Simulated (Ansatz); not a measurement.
Crystal: FeO.

```
Fe O
1.0
     2.61247    0.00000    0.00000
     0.00000    2.61247    0.00000
     0.00000    0.00000    2.61247
Fe O
1 1
Direct
  0.00000 0.00000 0.00000
  0.50000 0.50000 0.50000
```

The cell comes from a database or a generator and needn't be the stable form of this composition.

| Item | Value |
| --- | --- |
| Program | Ansatz 0.2.0 |
| Task | single point |
| Functional | PBE |
| Potentials or basis | all-electron LAPW, scalar-relativistic |
| Cutoff | 314 eV (chosen from the basis error) |
| Basis error allowed | 0.001 eV/atom |
| k mesh | 10 × 10 × 10 |
| Occupations | fermi-dirac, width 0.05 eV |
| Spin | collinear spin, ferromagnetic start |
| Starting moments | [3.0, 0.0] μB |

On this cell: pressure 9.3 GPa; largest force zero by symmetry; net moment 4.00 μB per cell; site moments Fe +3.57; O +0.40 μB; band gap on the k mesh none (metal or under the smearing width).

The same run follows on a disturbed copy (atoms moved at random, drawn with an rms of 0.05 Å):

```xyz
2
Lattice="2.6125 0.0000 0.0000 0.0000 2.6125 0.0000 0.0000 0.0000 2.6125" Properties=species:S:1:pos:R:3 pbc="T T T"
Fe    0.0329    0.0070   -0.0094
O     1.2648    1.3120    1.3072
```

Task: What does the disturbed cell give?

Result: The energy (extrapolated to zero smearing) moves by +2.3 meV/atom; pressure 9.7 GPa; largest force 0.126 eV/Å; net moment 4.00 μB per cell; site moments Fe +3.56; O +0.40 μB; band gap on the k mesh none (metal or under the smearing width).

Forces in eV/Å, atoms in the order of the input:
```
Fe  -0.125 -0.002  0.018
O    0.125  0.002 -0.018
```

Stress tensor (GPa, compression positive):
```
 9.78  0.02 -0.16
 0.02  9.73  0.00
-0.16  0.00  9.73
```

Caveats: a cell with one magnetic atom can't hold antiferromagnetic order, which such compounds often take; semilocal functionals often make such compounds metallic where correlation or magnetic order opens a gap, which also shifts bond lengths.
